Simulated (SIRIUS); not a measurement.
Runs of SIRIUS 7.12.0 on BaTiO3. The structure is trigonal, space group R3m (No. 160). Conventional cell: a = 5.655 Å, b = 5.655 Å, c = 6.955 Å, α = 90.00°, β = 90.00°, γ = 120.00°. Ba (site symmetry 3m) has 12 O at 2.79 to 2.89 Å as nearest neighbours. Ti (site symmetry 3m) has 6 O at 1.87 to 2.14 Å as nearest neighbours. Around O (site symmetry m) lie 2 Ti at 1.87 to 2.14 Å. 

```tsv
potentials or basis	valence relativity	core relativity	gap on the mesh (eV)	largest force (eV/Å)
all-electron FP-LAPW (Koelling-Harmon valence), apw+lo standard	koelling_harmon	-	2.44	0.14
all-electron FP-LAPW (ZORA valence), apw+lo standard	zora	-	2.44	0.14
all-electron FP-LAPW, apw+lo standard	iora	-	2.43	0.14
all-electron FP-LAPW (no relativity for the valence, core without relativity), apw+lo standard	none	none	(a)	0.14
```

Alike in all rows: task band structure; level PBE; no spin polarisation; cell as given; k mesh 4 × 4 × 4; cutoff (eV) 365; smearing fermi-dirac 0.05 eV.

Q: Estimate the missing entries.

A: (a) 2.39.

Caveats: spin-orbit coupling is left out, which moves the levels of the heavy elements; relativity is left out for the valence states, which matters for the heavier elements (some runs); relativity is left out for the core states (some runs).

A k mesh can miss the band edges, and the runs leave out spin-orbit coupling on Ba.

A gap of «none» marks a metal or a gap under the smearing width.
